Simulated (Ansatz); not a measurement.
**H started in the widest void in rocksalt MgO, 65 atoms, charge +1**

All numbers come from Ansatz (PAW, plane waves, no spin–orbit coupling) at the single k point (¼, ¼, ¼) without its symmetry partners. The atoms were relaxed with PBEsol in a fixed cell; other functionals are single points on those atoms unless said otherwise. The valence top and gap of the host come from its small cell on a dense mesh, with the band extrema sought between the mesh points, lined up by the mean potential, PBEsol gap 4.62 eV, HSE06 gap 6.46 eV, r²SCAN gap 5.61 eV. The charge correction uses an assumed dielectric constant of 9.8.

Cell: a = 8.429 Å, b = 8.429 Å, c = 8.429 Å, α = 90.00°, β = 90.00°, γ = 90.00°.

Nearest atoms after relaxation, from the placed atom (for vacancies from the middle of the vacant sites): O at 0.99 Å, Mg at 1.93 Å, Mg at 1.93 Å, Mg at 1.93 Å, O at 2.16 Å, O at 2.17 Å, O at 2.18 Å, Mg at 2.62 Å.

Chemical potentials μ are those of reference phases of the elements at zero temperature by the same functional (the usual solids, diamond for C, grey Sn, and the molecules H2, N2, O2, F2, Cl2, Br2 and S8).

```tsv
functional	E(defect) − E(host) − Σ nμ + q·E_VBM (eV)	monopole (eV)	alignment (eV)	formation energy at E_F = VBM (eV)	moment (μB)	wall time, shared host
PBEsol	-0.77	0.25	0.01	-0.51	0 (no spin)	65 s on 7 threads of Neoverse-V2 (relaxation)
HSE06	-1.69	0.25	0.01	-1.43	0 (no spin)	3.7 min on 7 threads of Neoverse-V2
r²SCAN	-0.81	0.25	0.01	-0.55	0 (no spin)	28 s on 7 threads of Neoverse-V2
```

**Question.** How does the monopole term follow by hand for this cubic cell?

**Answer.** q²·α·e²/(4πε₀)/(2εL) with the Madelung constant α = 2.837 and e²/4πε₀ = 14.40 eV·Å: 1 × 2.837 × 14.40 / (2 × 9.8 × 8.429) = 0.25 eV.

HSE06 one-electron levels near the gap (the ten most localised at most), from the host's valence top, not corrected for the charge's images:

| level (eV) | spin | filling | atoms sharing it | element of the atom with most weight |
| --- | --- | --- | --- | --- |
| -0.11 | both | 2.00 | 33.2 | spread |
| -0.09 | both | 2.00 | 33.8 | spread |

r²SCAN one-electron levels near the gap (the ten most localised at most), from the host's valence top, not corrected for the charge's images:

```tsv
level (eV)	spin	filling	atoms sharing it	element of the atom with most weight
-0.09	both	2.00	33.0	spread
-0.08	both	2.00	33.7	spread
```

All elements are taken at their own reference at once; growth conditions in equilibrium with the host shift these energies, by up to the host's formation enthalpy.

One k point and a cell of this size can leave errors of several tenths of an eV in such numbers.
